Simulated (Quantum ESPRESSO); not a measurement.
TePb, 2 atoms in the cell. Symmetry: Fm-3m, No. 225, cubic system. Conventional cell: a = 6.462 Å, b = 6.462 Å, c = 6.462 Å, α = 90.00°, β = 90.00°, γ = 90.00°. Pb (site symmetry m-3m) is surrounded by 6 Te at 3.23 Å. Te (site symmetry m-3m) is surrounded by 6 Pb at 3.23 Å. 

```yaml
Program: Quantum ESPRESSO 7.5
Task: band structure
Functional: PBE
Potentials_or_basis: SG15 PBE 1.2
Cutoff: 952 eV
Density_cutoff: 3810 eV
k_mesh: 7 × 7 × 7
Occupations: fermi-dirac, width 0.05 eV
Spin: no spin polarisation
Mixing_beta: 0.5
Most_SCF_iterations: 120
SCF_threshold: 4e-10 Ry
```

Potentials or basis: SG15 PBE 1.2.

The run is started by

```console
$ OMP_NUM_THREADS=1 pw.x -in pw.in > pw.out
$ OMP_NUM_THREADS=1 pw.x -in bands.in > bands.out
```

Hardware: 1 thread of Arm Neoverse V1, on a shared host.

Q: How long does it take, and how much memory?

A: Run time: 2.1 min on 1 thread of Arm Neoverse V1, on a shared host, peak memory 0.13 GiB. Counts: scf iterations 9, k pools 1, bands 22, k points 20, g dense 35845.
